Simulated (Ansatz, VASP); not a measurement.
Ge in VASP and in Ansatz

The input INCAR:

```
SYSTEM = Ge
PREC = Accurate
ENCUT = 520
EDIFF = 1E-6
ISMEAR = -1
SIGMA = 0.05
LREAL = .False.
LASPH = .True.
NELM = 100
ALGO = Normal
ISIF = 2
LWAVE = .False.
LCHARG = .False.
GGA = PE
NBANDS = 21
```

Contents of KPOINTS:

```
Automatic mesh
0
Gamma
  10 10 10
  0 0 0
```

POSCAR

```
Ge
1.0
    0.0000000000      2.8475041221      2.8475041221
    2.8475041221      0.0000000000      2.8475041221
    2.8475041221      2.8475041221      0.0000000000
Ge
2
Direct
    0.5000000000      0.5000000000      0.5000000000
    0.7500000000      0.7500000000      0.7500000000
```

Input for Ansatz:

```yaml
crystal:
  lattice:
    - [0.0, 2.8475041221, 2.8475041221]
    - [2.8475041221, 0.0, 2.8475041221]
    - [2.8475041221, 2.8475041221, 0.0]
  atoms:
    - { symbol: Ge, position: [0.5, 0.5, 0.5] }
    - { symbol: Ge, position: [0.75, 0.75, 0.75] }
kpoints:
  mp_grid: { grid: [10, 10, 10] }
scf:
  occupations: { method: fermi_dirac, width: 0.05 }
hamiltonian:
  xc: pbe
  pseudopotentials: { kind: all_electron, lapw: { basis_error: 0.00025 } }
output:
  forces: true
  stress: true
  eigenvalues: true
```

Change from the starting cell: volume scaled by 1.02.

Alike in both runs: task single point; functional PBE; k mesh 10 × 10 × 10; occupations fermi-dirac, width 0.05 eV; no spin polarisation.

```csv
,VASP,Ansatz
version,VASP 6.6.1,Ansatz 0.2.0
potentials or method,"VASP PAW PBE potentials, release 64 (Ge_d)","all-electron LAPW, scalar-relativistic"
plane-wave cutoff (eV),520,see its input
```

VASP gave:

| Property | Result |
| --- | --- |
| pressure (GPa) | 2.1 |

What did Ansatz give for the same quantities?

Pressure (GPa): 2.2.

Ansatz ran all-electron here, so the differences hold the error of VASP's frozen core and of both bases.
